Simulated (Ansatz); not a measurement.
Compare A (`O=C1CCCO1`) with its isomer B (`C=C(C)C(=O)O`).

Program: Ansatz. Geometries: PBE0-D4/def2-TZVP. ΔE: electronic, gas phase. CCSD(T)/CBS adds triple-zeta CCSD(T) − MP2 to the extrapolated MP2 energy (def2 sets, frozen cores). Functionals use def2-TZVPP. B3LYP here is the variant with VWN-RPA as its local correlation; programs differ in this. One conformer a species, not always the lowest.

Question: Which is lower in electronic energy at CCSD(T)/CBS, and by how much? (An estimate is asked.)

Answer: Ansatz gave: A, by 4.2 kcal/mol.

Question: Give E(B) − E(A) in kcal/mol with BLYP-D4, CCSD(T)/def2-SVP, PBE0-D4, LDA (SPW92), B3LYP, B3LYP-D4, MP2/def2-TZVPP. (An estimate is asked.)

Answer: Ansatz gave: BLYP-D4 0.5, CCSD(T)/def2-SVP 3.8, PBE0-D4 7.6, LDA (SPW92) 9.2, B3LYP 2.6, B3LYP-D4 2.7, MP2/def2-TZVPP 5.2. None reverses the order clearly.

Question: Does the order hold for the free energy at 298.15 K (harmonic terms from PBE0-D4)? (An estimate is asked.)

Answer: The calculation gave: Yes: G(B) − G(A) = +1.3 kcal/mol, for one conformer each.

Largest T1 diagnostic: 0.014.

Leaving LDA and LC-ωPBE aside and taking each functional with its dispersion term where it has one, the values, not all of them listed here, spread over 8.0 kcal/mol, from BLYP-D4 to PBE-QIDH. LDA lies +4.0 kcal/mol from PBE without D4. From BLYP to BHLYP (50 % exact exchange), in def2-TZVPP and without D4, E(B) − E(A) moves by +4.6 kcal/mol.
